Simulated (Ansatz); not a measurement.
# InP: Ga on an In site

The calculation used DFT PBE, scalar-relativistic, plane waves, PAW (Ansatz 0.2.0). (420 eV cutoff, 1×1×1 k-mesh, Gaussian smearing of 0.02 eV, collinear spin in charge +1, -1 alone)

Host crystal, relaxed:

```yaml
crystal:
  lattice:
    - [0.00000, 2.97989, 2.97989]
    - [2.97989, 0.00000, 2.97989]
    - [2.97989, 2.97989, 0.00000]
  atoms:
    - { symbol: In, position: [0.00000, 0.00000, 0.00000] }
    - { symbol: P, position: [0.25000, 0.25000, 0.25000] }
```

Supercell of 16 atoms, rows in host cell vectors: 0 -2 2; 0 0 2; -2 0 2. Atoms relax at the host's cell, keeping the symmetry that the supercell leaves at the site. The cell is small, so energies carry finite-size errors of tenths of an eV. The zone centre alone is far too coarse a mesh for this cell, so the numbers show that error and aren't the defect's converged properties. The host's Kohn–Sham gap is 0.44 eV.

Defect: Ga on an In site, charge 0.

Command:

```bash
ansatz run input.yaml --threads 4 --pin off --max-ram 8192MiB --backend cpu --events-out ev --progress --plain --runs-dir out
```

The input:

```yaml
crystal:
  lattice:
    - [0.0, 5.9597880289, -5.9597880289]
    - [5.9597880289, 5.9597880289, 0.0]
    - [5.9597880289, 0.0, -5.9597880289]
  atoms:
    - { symbol: Ga, position: [0.5, 0.5, 0.0] }
    - { symbol: In, position: [0.5, 0.0, 0.0] }
    - { symbol: In, position: [1.0, 0.5, 0.0] }
    - { symbol: In, position: [1.0, 0.0, 0.0] }
    - { symbol: In, position: [0.5, 0.5, 0.5] }
    - { symbol: In, position: [0.5, 0.0, 0.5] }
    - { symbol: In, position: [1.0, 0.5, 0.5] }
    - { symbol: In, position: [1.0, 0.0, 0.5] }
    - { symbol: P, position: [0.375, 0.375, 0.375] }
    - { symbol: P, position: [0.375, 0.875, 0.375] }
    - { symbol: P, position: [0.875, 0.375, 0.375] }
    - { symbol: P, position: [0.875, 0.875, 0.375] }
    - { symbol: P, position: [0.375, 0.375, 0.875] }
    - { symbol: P, position: [0.375, 0.875, 0.875] }
    - { symbol: P, position: [0.875, 0.375, 0.875] }
    - { symbol: P, position: [0.875, 0.875, 0.875] }
  host:
    lattice:
      - [0.0, 2.9798940145, 2.9798940145]
      - [2.9798940145, 0.0, 2.9798940145]
      - [2.9798940145, 2.9798940145, 0.0]
    atoms:
      - { symbol: In, position: [0.0, 0.0, 0.0] }
      - { symbol: P, position: [0.25, 0.25, 0.25] }
basis:
  ecutwfc: 420
  xc_grid: 2
kpoints:
  mp_grid: { grid: [1, 1, 1], shift: [0.0, 0.0, 0.0] }
hamiltonian:
  xc: pbe
scf:
  occupations: { method: gaussian, width: 0.02 }
output:
  forces: true
  stress: false
  eigenvalues: true
  charged_corrections:
    defect_position: [0.5, 0.5, 0.0]
    epsilon: [[15.0794, 0.0, 0.0], [0.0, 15.0794, 0.0], [0.0, 0.0, 15.0794]]
relax:
  adjacent_minimum: "off"
  f_tol: 0.025
  max_steps: 45
```

From the output:

```
Warning: RAYON_NUM_THREADS=4 ignored (pool sized by the plan → 4); use --threads N
Crystal: 16 atoms, lattice volume = 423.372 Å³
Basis set: ecut = 420 eV, 8363 PW (Γ), exchange–correlation on 120×120×120 points (8 copies of the dense FFT grid, shifted against one another)
Bands: 88, of which v1, the nominal top of the filled ones, is band 72 counted from 1 (71 counted from 0)
Symmetry: 24 space group operations
Space group: F-43m (ITA 216), of the structure as read, at distance tolerance 7.5e-5 Å
k-points: 1
relax step   1: F+E_penalty+E_count = -49002.96951313 eV  Δ(F+E_penalty+E_count) = +0.000e0 eV  max|allowed force component| = 5.443e-1 eV/Å  Δτ_max = 0.0000 Å
relax step   2: F+E_penalty+E_count = -49003.22392886 eV  Δ(F+E_penalty+E_count) = -2.544e-1 eV  max|allowed force component| = 8.219e-2 eV/Å  Δτ_max = 0.1464 Å
relax step   3: F+E_penalty+E_count = -49003.22536925 eV  Δ(F+E_penalty+E_count) = -1.440e-3 eV  max|allowed force component| = 1.355e-1 eV/Å  Δτ_max = 0.0209 Å
relax step   4: F+E_penalty+E_count = -49003.23134888 eV  Δ(F+E_penalty+E_count) = -5.980e-3 eV  max|allowed force component| = 3.088e-3 eV/Å  Δτ_max = 0.0127 Å
relax step   5: F+E_penalty+E_count = -49003.23134896 eV  Δ(F+E_penalty+E_count) = -8.126e-8 eV  max|allowed force component| = 3.058e-3 eV/Å  Δτ_max = 0.0000 Å
SCF converged after 3 iterations
Free energy (F): -49003.231349 eV
E sigma→0 (E₀):  -49003.231349 eV
Fermi energy:    6.559600 eV
```

The relaxation gained 0.26 eV in 5 steps. The run took 5.2 s on 4 threads of Arm Neoverse V1, with other jobs on the host, peak memory 0.55 GiB.